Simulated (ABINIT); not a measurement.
# Pb (P6_3/mmc) in ABINIT: single point with PBEsol

Aim: the single point of Pb with PBEsol.

Everything below comes from runs of ABINIT 10.8.3 (patched build). Logs are shortened: lines on timing, memory, paths and dates and some standing lists are left out, and cuts for length are marked. The log counts tension as positive stress, the text compression.

**1. The crystal as given**

It takes space group P6_3/mmc (No. 194, hexagonal). The conventional cell has a = 3.480 Å, b = 3.480 Å, c = 5.590 Å, α = 90.00°, β = 90.00°, γ = 120.00°. Around Pb (site symmetry -6m2) lie 12 Pb at 3.44 to 3.48 Å.

This isn't the form of Pb at room conditions, which is fcc.

**2. Single point, PBEsol**

The input, run.abi:

```
# Pseudopotentials
pp_dirpath "./"
pseudos "Pb.upf"

# Structure
acell 6.5762469137 6.5762469137 10.5635690367
rprim
     1.0000000000     0.0000000000     0.0000000000
    -0.5000000000     0.8660254038     0.0000000000
     0.0000000000     0.0000000000     1.0000000000
ntypat 1
znucl 82
natom 2
typat 1 1
xred
     0.6666666667     0.3333333333     0.7500000000
     0.3333333333     0.6666666667     0.2500000000

# Plane-wave basis
ecut 653.073270 eV

# k points
kptopt 1
ngkpt 7 7 4
nshiftk 1
shiftk 0.0 0.0 0.0

# Exchange and correlation
ixc -116133

# Bands and occupations
nband 18
occopt 3
tsmear 0.00183747

# SCF cycle
nstep 100
tolvrs 1.0e-10

# Output
iomode 3
prtwf 0
prtden 0
prteig 0
prtebands 0
enunit 2
```

Potentials or basis: PseudoDojo NC SR PBEsol v0.4.1 standard.

Started as:

```bash
> mpirun --bind-to none -np 4 abinit run.abi > log 2>&1
```

run.abo:

```text
.Version 10.8.3 of ABINIT
 Symmetries : space group P6_3/m m c (#194); Bravais hP (primitive hexag.)
================================================================================
 Values of the parameters that define the memory need of the present run
     intxc =       0    ionmov =       0      iscf =       7    lmnmax =       6
     lnmax =       6     mgfft =      48  mpssoang =       3    mqgrid =    3001
     natom =       2  nloc_mem =       1    nspden =       1   nspinor =       1
    nsppol =       1      nsym =      24    n1xccc =    2501    ntypat =       1
    occopt =       3   xclevel =       2
       mpw =        2238          nfft =       43200          nkpt =          24
================================================================================
================================================================================

--------------------------------------------------------------------------------
------------- Echo of variables that govern the present computation ------------
--------------------------------------------------------------------------------
 -outvars: echo values of preprocessed input variables --------
            acell      6.5762469137E+00  6.5762469137E+00  1.0563569037E+01 Bohr
              amu      2.07200000E+02
             ecut      2.40000000E+01 Hartree
           enunit           2
              ixc     -116133
         kptrlatt        7    0    0      0    7    0      0    0    4
          kptrlen      4.22542761E+01
            natom           2
            nband          18
            ngfft          30      30      48
             nkpt          24
            nstep         100
             nsym          24
           ntypat           1
           occopt           3
           prtden           0
        prtebands           0
           prteig           0
            prtwf           0
            rprim      1.0000000000E+00  0.0000000000E+00  0.0000000000E+00
                      -5.0000000000E-01  8.6602540380E-01  0.0000000000E+00
                       0.0000000000E+00  0.0000000000E+00  1.0000000000E+00
          spgroup         194
           tolvrs      1.00000000E-10
           tsmear      1.83747000E-03 Hartree
            typat      1  1
           xangst      1.7399999988E+00  1.0045894677E+00  4.1924999972E+00
                      -2.8877041830E-16  2.0091789355E+00  1.3974999991E+00
            xcart      3.2881234568E+00  1.8983989630E+00  7.9226767775E+00
                      -5.4569700385E-16  3.7967979260E+00  2.6408922592E+00
             xred      6.6666666667E-01  3.3333333333E-01  7.5000000000E-01
                       3.3333333333E-01  6.6666666667E-01  2.5000000000E-01
            znucl       82.00000

================================================================================

 chkinp: Checking input parameters for consistency.

================================================================================
== DATASET  1 ==================================================================

--- !DatasetInfo
iteration_state: {dtset: 1, }
dimensions: {natom: 2, nkpt: 24, mband: 18, nsppol: 1, nspinor: 1, nspden: 1, mpw: 2238, }
cutoff_energies: {ecut:  24.0, pawecutdg:  -1.0, }
electrons: {nelect:   2.80000000E+01, charge:   0.00000000E+00, occopt:   3.00000000E+00, tsmear:   1.83747000E-03, }
meta: {optdriver: 0, ionmov: 0, optcell: 0, iscf: 7, paral_kgb: 0, }
...

 Real(R)+Recip(G) space primitive vectors, cartesian coordinates (Bohr,Bohr^-1):
 R(1)=  6.5762469  0.0000000  0.0000000  G(1)=  0.1520624  0.0877933  0.0000000
 R(2)= -3.2881235  5.6951969  0.0000000  G(2)=  0.0000000  0.1755866  0.0000000
 R(3)=  0.0000000  0.0000000 10.5635690  G(3)=  0.0000000  0.0000000  0.0946650
 Unit cell volume ucvol=  3.9563757E+02 bohr^3
 Angles (23,13,12)=  9.00000000E+01  9.00000000E+01  1.20000000E+02 degrees

 getcut: wavevector=  0.0000  0.0000  0.0000  ngfft=  30  30  48
         ecut(hartree)=     24.000   => boxcut(ratio)=   2.06044

--- Pseudopotential description ------------------------------------------------
- pspini: atom type   1  psp file is ./Pb.upf
12 -116133 2 -1 1678                          pspcod,pspxc,lmax,lloc,mmax
     nproj     2     2     2

   2.48229790E+03                                ecore*ucvol(ha*bohr**3)
--------------------------------------------------------------------------------

================================================================================

--- !BeginCycle
iteration_state: {dtset: 1, }
solver: {iscf: 7, nstep: 100, nline: 4, wfoptalg: 0, }
tolerances: {tolvrs: 1.00E-10, }
...

     iter   Etot(hartree)      deltaE(h)  residm     vres2
 ETOT  1  -140.39750362636    -1.404E+02 2.392E-01 5.208E-01
 ETOT  2  -140.53702409982    -1.395E-01 9.132E-04 1.240E+00
 ETOT  3  -140.53711341519    -8.932E-05 6.942E-04 9.798E-01
 ETOT  4  -140.53742854037    -3.151E-04 2.637E-04 2.761E-03
 ETOT  5  -140.53742920270    -6.623E-07 4.757E-04 5.844E-05
 ETOT  6  -140.53742921790    -1.520E-08 7.649E-05 6.676E-07
 ETOT  7  -140.53742921806    -1.648E-10 1.185E-04 8.664E-08
 ETOT  8  -140.53742921809    -2.808E-11 1.507E-05 5.080E-11

 At SCF step    8       vres2   =  5.08E-11 < tolvrs=  1.00E-10 =>converged.

 Cartesian components of stress tensor (hartree/bohr^3)
  sigma(1 1)= -1.19009889E-05  sigma(3 2)=  0.00000000E+00
  sigma(2 2)= -1.19009895E-05  sigma(3 1)=  0.00000000E+00
  sigma(3 3)=  1.95443925E-05  sigma(2 1)=  0.00000000E+00

--- !ResultsGS
iteration_state: {dtset: 1, }
comment   : Summary of ground state results
lattice_vectors:
- [  6.5762469,   0.0000000,   0.0000000, ]
- [ -3.2881235,   5.6951969,   0.0000000, ]
- [  0.0000000,   0.0000000,  10.5635690, ]
lattice_lengths: [   6.57625,    6.57625,   10.56357, ]
lattice_angles: [ 90.000,  90.000, 120.000, ] # degrees, (23, 13, 12)
lattice_volume:   3.9563757E+02
convergence: {deltae: -2.808E-11, res2:  5.080E-11, residm:  1.507E-05, diffor: null, }
etotal    :  -1.40537429E+02
entropy   :   0.00000000E+00
fermie    :   2.12541576E-01
cartesian_stress_tensor: # hartree/bohr^3
- [ -1.19009889E-05,   0.00000000E+00,   0.00000000E+00, ]
- [  0.00000000E+00,  -1.19009895E-05,   0.00000000E+00, ]
- [  0.00000000E+00,   0.00000000E+00,   1.95443925E-05, ]
pressure_GPa:   4.1754E-02
xred      :
- [  6.6667E-01,   3.3333E-01,   7.5000E-01, Pb]
- [  3.3333E-01,   6.6667E-01,   2.5000E-01, Pb]
cartesian_forces: # hartree/bohr
- [ -4.09450141E-29,  -7.09188447E-29,  -0.00000000E+00, ]
- [  4.09450141E-29,   7.09188447E-29,  -0.00000000E+00, ]
force_length_stats: {min:   8.18900281E-29, max:   8.18900281E-29, mean:   8.18900281E-29, }
...

 Integrated electronic density in atomic spheres:
 ------------------------------------------------
 Atom  Sphere_radius  Integrated_density
    1        2.00000         10.05388320
    2        2.00000         10.05388320
================================================================================

 ----iterations are completed or convergence reached----

 Mean square residual over all n,k,spin=   36.315E-09; max=  15.066E-06
 reduced coordinates (array xred) for    2 atoms
       0.666666666667      0.333333333333      0.750000000000
       0.333333333333      0.666666666667      0.250000000000
 rms dE/dt=  2.1985E-28; max dE/dt=  2.6926E-28; dE/dt below (all hartree)
    1       0.000000000000      0.000000000000      0.000000000000
    2      -0.000000000000     -0.000000000000      0.000000000000

 cartesian coordinates (angstrom) at end:
    1      1.73999999882018     1.00458946772683     4.19249999717241
    2     -0.00000000000000     2.00917893545366     1.39749999905747

 cartesian forces (hartree/bohr) at end:
    1     -0.00000000000000    -0.00000000000000    -0.00000000000000
    2      0.00000000000000     0.00000000000000    -0.00000000000000
 frms,max,avg= 4.7279230E-29 7.0918845E-29   0.000E+00  0.000E+00  0.000E+00 h/b

 cartesian forces (eV/Angstrom) at end:
    1     -0.00000000000000    -0.00000000000000    -0.00000000000000
    2      0.00000000000000     0.00000000000000    -0.00000000000000
 frms,max,avg= 2.4311957E-27 3.6467936E-27   0.000E+00  0.000E+00  0.000E+00 e/A
 length scales=  6.576246913700  6.576246913700 10.563569036700 bohr
              =  3.479999997640  3.479999997640  5.589999996230 angstroms
 Fermi (or HOMO) energy (hartree) =   0.21254   Average Vxc (hartree)=  -0.39887
 Eigenvalues (hartree) for nkpt=  24  k points:
 kpt#   1, nband= 18, wtk=  0.00510, kpt=  0.0000  0.0000  0.0000 (reduced coord)
  -0.42019   -0.41837   -0.41769   -0.41769   -0.41675   -0.41675   -0.41534   -0.41534
  -0.40809   -0.40809   -0.23328   -0.08709    0.04832    0.41278    0.41278    0.48203
   0.48203    0.50702
      occupation numbers for kpt#   1
   2.00000    2.00000    2.00000    2.00000    2.00000    2.00000    2.00000    2.00000
   2.00000    2.00000    2.00000    2.00000    2.00000    0.00000    0.00000    0.00000
   0.00000    0.00000
 prteigrs : prtvol=0 or 1, do not print more k-points.

 Fermi (or HOMO) energy (eV) =   5.78355   Average Vxc (eV)= -10.85369
 Eigenvalues (   eV  ) for nkpt=  24  k points:
 kpt#   1, nband= 18, wtk=  0.00510, kpt=  0.0000  0.0000  0.0000 (reduced coord)
 -11.43391  -11.38431  -11.36597  -11.36597  -11.34035  -11.34035  -11.30192  -11.30192
 -11.10474  -11.10474   -6.34786   -2.36983    1.31481   11.23223   11.23223   13.11681
  13.11681   13.79668
 prteigrs : prtvol=0 or 1, do not print more k-points.

--- !EnergyTerms
iteration_state     : {dtset: 1, }
comment             : Components of total free energy in Hartree
kinetic             :  6.89405793643974E+01
hartree             :  2.45631435975034E+01
xc                  : -3.96417793328536E+01
Ewald energy        : -9.71485913501692E+01
psp_core            :  6.27417128593636E+00
local_psp           : -7.49065427291360E+01
non_local_psp       : -2.86181608736758E+01
internal            : -1.40537180037997E+02
'-kT*entropy'       : -2.49180093805744E-04
total_energy        : -1.40537429218091E+02
total_energy_eV     : -3.82421826847070E+03
band_energy         : -8.15858630500591E+00
...

 Cartesian components of stress tensor (hartree/bohr^3)
  sigma(1 1)= -1.19009889E-05  sigma(3 2)=  0.00000000E+00
  sigma(2 2)= -1.19009895E-05  sigma(3 1)=  0.00000000E+00
  sigma(3 3)=  1.95443925E-05  sigma(2 1)=  0.00000000E+00

-Cartesian components of stress tensor (GPa)         [Pressure=  4.1754E-02 GPa]
- sigma(1 1)= -3.50139183E-01  sigma(3 2)=  0.00000000E+00
- sigma(2 2)= -3.50139200E-01  sigma(3 1)=  0.00000000E+00
- sigma(3 3)=  5.75015880E-01  sigma(2 1)=  0.00000000E+00

== END DATASET(S) ==============================================================
================================================================================

 -outvars: echo values of variables after computation  --------
            acell      6.5762469137E+00  6.5762469137E+00  1.0563569037E+01 Bohr
           etotal     -1.4053742922E+02
            fcart     -4.0945014056E-29 -7.0918844660E-29 -0.0000000000E+00
                       4.0945014056E-29  7.0918844660E-29 -0.0000000000E+00
            rprim      1.0000000000E+00  0.0000000000E+00  0.0000000000E+00
                      -5.0000000000E-01  8.6602540380E-01  0.0000000000E+00
                       0.0000000000E+00  0.0000000000E+00  1.0000000000E+00
           strten     -1.1900988938E-05 -1.1900989508E-05  1.9544392494E-05
                       0.0000000000E+00  0.0000000000E+00  0.0000000000E+00
           xangst      1.7399999988E+00  1.0045894677E+00  4.1924999972E+00
                      -2.8877041830E-16  2.0091789355E+00  1.3974999991E+00
             xred      6.6666666667E-01  3.3333333333E-01  7.5000000000E-01
                       3.3333333333E-01  6.6666666667E-01  2.5000000000E-01
 Calculation completed.
```

Run time: 12 s. Hardware: 4 MPI ranks of Intel Xeon Platinum 8375C at 2.90GHz (Ice Lake), shared host; peak memory 0.24 GiB.

Results:

| Property | Result |
| --- | --- |
| Free energy | -3824.2183 eV |
| Pressure | 0.0 GPa |
| Band gap on the k mesh | none (metal or under the smearing width) |
| Valence electrons inside the program's atomic spheres | Pb 10.05 (radii [1.0584] Å) |

Caveat: the cutoff is short for stress, so the pressure is rough.
